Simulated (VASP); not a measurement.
# TiO2 (C2/c) in VASP: notebook

The runs below take TiO2 through single point, with PBEsol.

Program: VASP 6.6.1. These are calculated values, not measurements. Logs are shortened: lines on timing, memory, paths and dates and some standing lists are left out, and cuts for length are marked.

## Step 1: Starting point

It takes space group C2/c (No. 15, monoclinic). Conventional cell: a = 5.225 Å, b = 5.226 Å, c = 5.283 Å, α = 90.00°, β = 118.77°, γ = 90.00°. Ti (site symmetry 2) has 6 O at 1.87 to 1.93 Å as nearest neighbours. O (site symmetry 1) is surrounded by 3 Ti at 1.87 to 1.93 Å.

The cell is a database's computed one.

## Step 2: Single point, PBEsol

File INCAR:

```
SYSTEM = TiO2
  ALGO = Normal
  EDIFF = 1E-6
  ENCUT = 520
  GGA = PS
  ISIF = 2
  ISMEAR = 0
  LASPH = .True.
  LCHARG = .False.
  LREAL = .False.
  LWAVE = .False.
  NBANDS = 33
  NELM = 100
  PREC = Accurate
  SIGMA = 0.01
```

File KPOINTS:

```
k-points
0
Gamma
  5 5 4
  0 0 0
```

File POSCAR:

```
TiO2
1.0
    2.6126471014     -2.6132466703      0.0000000000
    2.6126471014      2.6132466703      0.0000000000
   -2.5426462245      0.0000000000      4.6311021053
Ti O
2 4
Direct
    0.1341100000      0.8658900000      0.2500000000
    0.8658900000      0.1341100000      0.7500000000
    0.3312210000      0.0887550000      0.6671490000
    0.6687790000      0.9112450000      0.3328510000
    0.9112450000      0.6687790000      0.8328510000
    0.0887550000      0.3312210000      0.1671490000
```

Potentials or basis: VASP PAW PBE potentials, release 64 (Ti_sv, O).

Run with:

```sh
$ cat potpaw_PBE.64/Ti_sv/POTCAR potpaw_PBE.64/O/POTCAR > POTCAR
$ mpirun -np 1 vasp_std > vasp.out
```

OUTCAR:

```text
SYSTEM = TiO2
   EDIFF = 1E-6
   ENCUT = 520
   GGA = PS
   ISIF = 2
   ISMEAR = 0
   LASPH = .True.
   LREAL = .False.
   NELM = 100
   PREC = Accurate

 ion  position               nearest neighbor table
   1  0.134  0.866  0.250-   4 1.87   6 1.87   6 1.91   4 1.91   3 1.93   5 1.93
   2  0.866  0.134  0.750-   5 1.87   3 1.87   5 1.91   3 1.91   6 1.93   4 1.93
   3  0.331  0.089  0.667-   2 1.87   2 1.91   1 1.93
   4  0.669  0.911  0.333-   1 1.87   1 1.91   2 1.93
   5  0.911  0.669  0.833-   2 1.87   2 1.91   1 1.93
   6  0.089  0.331  0.167-   1 1.87   1 1.91   2 1.93

  LATTYP: Found a base centered monoclinic cell.
 ALAT       =     5.2252942028
 B/A-ratio  =     1.0002294871
 C/A-ratio  =     1.0110809974
 COS(beta)  =    -0.4812705001

  Lattice vectors:

 A1 = (   2.6126471014,  -2.6132466703,   0.0000000000)
 A2 = (   2.6126471014,   2.6132466703,   0.0000000000)
 A3 = (  -2.5426462245,   0.0000000000,   4.6311021053)

Analysis of symmetry for initial positions (statically):
=====================================================================
 Subroutine PRICEL returns:
 Original cell was already a primitive cell.

 Routine SETGRP: Setting up the symmetry group for a
 base centered monoclinic supercell.

 Subroutine GETGRP returns: Found  4 space group operations
 (whereof  2 operations were pure point group operations)
 out of a pool of  4 trial point group operations.

The static configuration has the point symmetry S_2 .
 The point group associated with its full space group is C_2h.

Analysis of symmetry for dynamics (positions and initial velocities):
=====================================================================
 Subroutine PRICEL returns:
 Original cell was already a primitive cell.

 Routine SETGRP: Setting up the symmetry group for a
 base centered monoclinic supercell.

 Subroutine GETGRP returns: Found  4 space group operations
 (whereof  2 operations were pure point group operations)
 out of a pool of  4 trial point group operations.

The dynamic configuration has the point symmetry S_2 .
 The point group associated with its full space group is C_2h.

 Subroutine INISYM returns: Found  4 space group operations
 (whereof  2 operations are pure point group operations),
 and found     1 'primitive' translations

----------------------------------------------------------------------------------------

                                     Primitive cell

  volume of cell :      63.2376

  direct lattice vectors                    reciprocal lattice vectors
     2.612647101 -2.613246670  0.000000000     0.191376784 -0.191332876  0.105072928
     2.612647101  2.613246670  0.000000000     0.191376784  0.191332876  0.105072928
    -2.542646224  0.000000000  4.631102105     0.000000000  0.000000000  0.215931322

  length of vectors
     3.695264948  3.695264948  5.283195674     0.290299264  0.290299264  0.215931322

  position of ions in fractional coordinates (direct lattice)
     0.134110000  0.865890000  0.250000000
     0.865890000  0.134110000  0.750000000
     0.331221000  0.088755000  0.667149000
     0.668779000  0.911245000  0.332851000
     0.911245000  0.668779000  0.832851000
     0.088755000  0.331221000  0.167149000

  ion indices of the primitive-cell ions
   primitive index   ion index
                 1           1
                 2           2
                 3           3
                 4           4
                 5           5
                 6           6

----------------------------------------------------------------------------------------

 KPOINTS: k-points

Automatic generation of k-mesh.
 Grid dimensions read from file:
 generate k-points for:    5    5    4

 Generating k-lattice:

  Cartesian coordinates                     Fractional coordinates (reciprocal lattice)
     0.038275357 -0.038266575  0.021014586     0.200000000  0.000000000  0.000000000
     0.038275357  0.038266575  0.021014586     0.000000000  0.200000000  0.000000000
     0.000000000  0.000000000  0.053982831     0.000000000  0.000000000  0.250000000

  Length of vectors
     0.058059853  0.058059853  0.053982831

  Shift w.r.t. Gamma in fractional coordinates (k-lattice)
     0.000000000  0.000000000  0.000000000

 Subroutine IBZKPT returns following result:
 ===========================================

 Found     33 irreducible k-points:

 Following reciprocal coordinates:
            Coordinates               Weight
  0.000000  0.000000  0.000000      1.000000
  0.200000  0.000000 -0.000000      4.000000
  0.400000  0.000000  0.000000      4.000000
  0.200000  0.200000 -0.000000      2.000000
  0.400000  0.200000  0.000000      4.000000
 -0.400000  0.200000 -0.000000      4.000000
[... 16 lines left out ...]
 -0.200000 -0.400000  0.250000      4.000000
 -0.200000 -0.200000  0.250000      2.000000
 [... further k-points ...]
   k-points           NKPTS =     33   k-points in BZ     NKDIM =     33   number of bands    NBANDS=     33
   number of dos      NEDOS =    301   number of ions     NIONS =      6
   total plane-waves  NPLWV =  31360
   dimension x,y,z NGX =    28 NGY =   28 NGZ =   40
   dimension x,y,z NGXF=    56 NGYF=   56 NGZF=   80
   ions per type =               2   4
   NGX,Y,Z   is equivalent  to a cutoff of  12.60, 12.60, 12.59 a.u.
   NGXF,Y,Z  is equivalent  to a cutoff of  25.19, 25.19, 25.17 a.u.
 SYSTEM =  TiO2
   PREC   = accura    normal or accurate (medium, high low for compatibility)
   ISTART =      0    job   : 0-new  1-cont  2-samecut
   ICHARG =      2    charge: 1-file 2-atom 10-const
   ISPIN  =      1    spin polarized calculation?
   LNONCOLLINEAR =      F non collinear calculations
   LSORBIT =      F    spin-orbit coupling
   LASPH  =      T    aspherical Exc in radial PAW
   ENCUT  =  520.0 eV  38.22 Ry    6.18 a.u.   6.87  6.87  9.82*2*pi/ulx,y,z
   NELM   =    100;   NELMIN=  2; NELMDL= -5     # of ELM steps
   EDIFF  = 0.1E-05   stopping-criterion for ELM
   LREAL  =      F    real-space projection
   EDIFFG = 0.1E-04   stopping-criterion for IOM
   NSW    =      0    number of steps for IOM
   IBRION =     -1    ionic relax: 0-MD 1-quasi-New 2-CG
   NFREE  =      0    steps in history (QN), initial steepest desc. (CG)
   ISIF   =      2    stress and relaxation
   ISYM   =      2    0-nonsym 1-usesym 2-fastsym
   POTIM  = 0.5000    time-step for ionic-motion
   TEBEG  =    0.0;   TEEND  =   0.0 temperature during run
   PSTRESS=    0.0 pullay stress
   NELECT =      48.0000    total number of electrons
   NUPDOWN=      -1.0000    fix difference up-down
   EMIN   =  10.00;   EMAX   =-10.00  energy-range for DOS
   EFERMI =   0.00;   METHOD = LEGACY
   ISMEAR =     0;   SIGMA  =   0.01  broadening in eV -4-tet -1-fermi 0-gaus
   EFERMI_NEDOS =   21; number of points for ismear=-14 and -15
   IALGO  =     38    algorithm
   IMIX   =      4    mixing-type and parameters
     AMIX     =   0.40;   BMIX     =  1.00
     AMIX_MAG =   1.60;   BMIX_MAG =  1.00
  volume/ion in A,a.u.               =      10.54        71.12
  Fermi-wavevector in a.u.,A,eV,Ry     =   1.493356  2.822034 30.342526  2.230113
  Thomas-Fermi vector in A             =   2.605767
   LORBIT       =      0    0 simple, 1 ext, 2 COOP (PROOUT), +10 PAW based schemes
   GGA     = PS    functional components
   LHFCALC =     F    Hartree Fock is set to
   AEXX    =    0.0000 exact exchange contribution
   IVDW    =     0    specifies the selected vdW correction
   LEPSILON=     F    determine dielectric tensor
   LRPA    =     F    only Hartree local field effects (RPA)
 non-spin polarized calculation
 Gauss-broadening in eV      SIGMA  =   0.01
  energy-cutoff  :      520.00
  volume of cell :       63.24
 maximum number of plane-waves:      1714
   NGX = 13   NGY = 13   NGZ = 19

 number of electron      48.0000009 magnetization

 Free energy of the ion-electron system (eV)
  ---------------------------------------------------
  ext. energy  EPLUGINS =         0.00000000
  ---------------------------------------------------
  free energy    TOTEN  =       -55.94849117 eV

  energy without entropy =      -55.94849117  energy(sigma->0) =      -55.94849117

 E-fermi :   4.0683     XC(G=0): -11.4127

 val. band max:        3.9751506011   @ k =  -0.4000   0.4000   0.0000
 cond. band min:       6.1815869148   @ k =   0.0000   0.0000   0.0000
 fundamental gap:      2.2064363137
 Fermi energy:         4.0683117788

 k-point     1 :       0.0000    0.0000    0.0000
  band No.  band energies     occupation
      1     -51.8573      2.00000
      2     -51.7678      2.00000
      3     -28.5788      2.00000
      4     -28.2499      2.00000
      5     -28.2494      2.00000
      6     -28.1546      2.00000
[... 25 lines left out ...]
     32       9.9622      0.00000
     33      10.0214      0.00000

 k-point     2 :       0.2000    0.0000   -0.0000
  band No.  band energies     occupation
      1     -51.8494      2.00000
      2     -51.7734      2.00000
      3     -28.5605      2.00000
      4     -28.3148      2.00000
      5     -28.2551      2.00000
      6     -28.1797      2.00000
[... 25 lines left out ...]
     32      10.3428      0.00000
     33      10.8010      0.00000

 k-point     3 :       0.4000    0.0000    0.0000
  band No.  band energies     occupation
      1     -51.8330      2.00000
      2     -51.7860      2.00000
      3     -28.5265      2.00000
      4     -28.4205      2.00000
      5     -28.2629      2.00000
      6     -28.2074      2.00000
[... 25 lines left out ...]
     32      10.6737      0.00000
     33      11.2561      0.00000

 k-point     4 :       0.2000    0.2000   -0.0000
  band No.  band energies     occupation
      1     -51.8379      2.00000
      2     -51.7826      2.00000
      3     -28.5183      2.00000
      4     -28.3631      2.00000
      5     -28.2927      2.00000
      6     -28.2007      2.00000
[... 25 lines left out ...]
     32      11.1222      0.00000
     33      11.3096      0.00000

 k-point     5 :       0.4000    0.2000    0.0000
  band No.  band energies     occupation
      1     -51.8228      2.00000
      2     -51.7938      2.00000
      3     -28.5051      2.00000
      4     -28.4509      2.00000
      5     -28.3017      2.00000
      6     -28.2455      2.00000
[... 604 lines left out ...]
 k-point    22 :      -0.4000   -0.4000    0.2500
  band No.  band energies     occupation
      1     -51.8166      2.00000
      2     -51.7961      2.00000
      3     -28.5306      2.00000
      4     -28.4950      2.00000
      5     -28.3249      2.00000
      6     -28.2987      2.00000
[... 25 lines left out ...]
     32      11.5210      0.00000
     33      11.9868      0.00000

 k-point    23 :      -0.2000   -0.4000    0.2500
  band No.  band energies     occupation
      1     -51.8324      2.00000
      2     -51.7842      2.00000
      3     -28.5578      2.00000
      4     -28.4188      2.00000
      5     -28.2956      2.00000
      6     -28.2488      2.00000
[... 25 lines left out ...]
     32      11.4307      0.00000
     33      11.6695      0.00000

 k-point    24 :      -0.2000   -0.2000    0.2500
  band No.  band energies     occupation
      1     -51.8463      2.00000
      2     -51.7740      2.00000
      3     -28.5763      2.00000
      4     -28.3380      2.00000
      5     -28.2830      2.00000
      6     -28.2056      2.00000
[... 25 lines left out ...]
     32      11.0862      0.00000
     33      11.3764      0.00000

 [... further k-points ...]
[... 5 lines left out ...]
  --------------------------------------------------------------------------------------
  -------------------------------------------------------------------------------------
  Total        7.0882757      7.0514465      7.6973296      0.0000000      0.0000000      0.2690336
  in kB      179.5873209    178.6542248    195.0182061      0.0000000      0.0000000      6.8161874
  external PRESSURE =     184.4199173 kB  Pullay stress =       0.0000000 kB

 VOLUME and BASIS-vectors are now :
 -----------------------------------------------------------------------------
  energy-cutoff  :      520.00
  volume of cell :       63.24
      direct lattice vectors                 reciprocal lattice vectors
     2.612647101 -2.613246670  0.000000000     0.191376784 -0.191332876  0.105072928
     2.612647101  2.613246670  0.000000000     0.191376784  0.191332876  0.105072928
    -2.542646224  0.000000000  4.631102105     0.000000000  0.000000000  0.215931322

 POSITION                                       TOTAL-FORCE (eV/Angst)
 -----------------------------------------------------------------------------------
      1.97699      1.91232      1.15778        -0.000000      0.193806      0.000000
      0.70566     -1.91232      3.47333         0.000000     -0.193806     -0.000000
     -0.59907     -0.63362      3.08964        -0.087343      0.083996      0.442017
      3.28172      0.63362      1.54147         0.087343     -0.083996     -0.442017
      2.01040     -0.63362      3.85702         0.087343      0.083996     -0.442017
      0.67225      0.63362      0.77408        -0.087343     -0.083996      0.442017
 -----------------------------------------------------------------------------------
    total drift:                               -0.000000      0.000000     -0.000000

  FREE ENERGIE OF THE ION-ELECTRON SYSTEM (eV)
  ---------------------------------------------------
  free  energy   TOTEN  =       -55.9484911676 eV

  energy  without entropy=      -55.9484911676  energy(sigma->0) =      -55.94849117
```

Wall time 63 s (1 thread of Intel Xeon Platinum 8259CL at 2.50GHz (Skylake/Cascade Lake), shared host); peak memory 0.2 GiB.

Results:

```yaml
Free_energy: -55.9485 eV
Pressure: 18.4 GPa
Largest_force: 0.458 eV/Å
Band_gap_on_the_k_mesh: 2.21 eV, indirect (least direct gap 2.55 eV)
```

Forces in eV/Å, atoms in the order of the input:
```
Ti   0.000  0.194  0.000
Ti   0.000 -0.194  0.000
O   -0.087  0.084  0.442
O    0.087 -0.084 -0.442
O    0.087  0.084 -0.442
O   -0.087 -0.084  0.442
```

Stress tensor (GPa, compression positive):
```
17.96  0.00  0.68
 0.00 17.87  0.00
 0.68  0.00 19.50
```

Caveat: so large a pressure means that the cell lies far from this level's equilibrium, or that cutoff or potentials fall short; the potentials were made for another functional, which shifts forces and pressure; an odd mesh through Γ misses points on the zone boundary, where band edges often lie.

## Step 3: Single point, PBEsol

This run uses another cell than the first one, of 12.00 Å³/atom, 1.139 times its volume.

File INCAR:

```
SYSTEM = TiO2
PREC = Accurate
ENCUT = 520
EDIFF = 1E-6
ISMEAR = 0
SIGMA = 0.01
LREAL = .FALSE.
LASPH = .TRUE.
NELM = 100
ALGO = Normal
ISIF = 2
LWAVE = .FALSE.
LCHARG = .FALSE.
GGA = PS
NBANDS = 33
```

File KPOINTS:

```
regular mesh
0
G
  5 5 4
  0 0 0
```

POSCAR: that of step 2 with these lines changed.

```diff
@@ -2,5 +2,5 @@
 1.0
-    2.6126471014     -2.6132466703      0.0000000000
-    2.6126471014      2.6132466703      0.0000000000
-   -2.5426462245      0.0000000000      4.6311021053
+    2.7283989316     -2.7290250640      0.0000000000
+    2.7283989316      2.7290250640      0.0000000000
+   -2.6552967061      0.0000000000      4.8362804259
 Ti O
```

Potentials or basis: VASP PAW PBE potentials, release 64 (Ti_sv, O).

Run with:

```sh
$ cat potpaw_PBE.64/Ti_sv/POTCAR potpaw_PBE.64/O/POTCAR > POTCAR
$ mpirun -np 1 vasp_std > vasp.out
```

It took 82 s on 1 thread of Intel Xeon Platinum 8259CL at 2.50GHz (Skylake/Cascade Lake), shared host; peak memory 0.21 GiB.

The run converged. Its results:

```
Free energy            : -56.0631 eV
Pressure               : -11.4 GPa
Largest force          : 0.350 eV/Å
Band gap on the k mesh : 1.93 eV, indirect (least direct gap 2.28 eV)
```

Forces on the atoms (eV/Å):
```
Ti   0.000  0.031  0.000
Ti   0.000 -0.031  0.000
O    0.027 -0.062 -0.343
O   -0.027  0.062  0.343
O   -0.027 -0.062  0.343
O    0.027  0.062 -0.343
```

Stress tensor (GPa, compression positive):
```
-11.41   0.00  -0.53
  0.00 -11.44   0.00
 -0.53   0.00 -11.39
```

Levels at points of the mesh, in eV from the valence-band top:
```csv
k point,band 20,band 21,band 22,band 23,band 24,band 25,band 26,band 27,band 28,band 29
"(0.00, 0.00, 0.00)",-0.83,-0.81,-0.75,-0.45,-0.44,1.93,2.63,3.62,3.63,3.69
"(0.00, 0.00, 0.50)",-1.34,-1.27,-1.27,-0.15,-0.15,2.27,2.27,3.46,3.46,3.89
```

Caveat: the PAW data sets were made with another functional, which shifts forces and pressure a little; an odd mesh through Γ misses points on the zone boundary, where band edges often lie. PBEsol gaps usually lie below the measured ones, often by a third to a half.
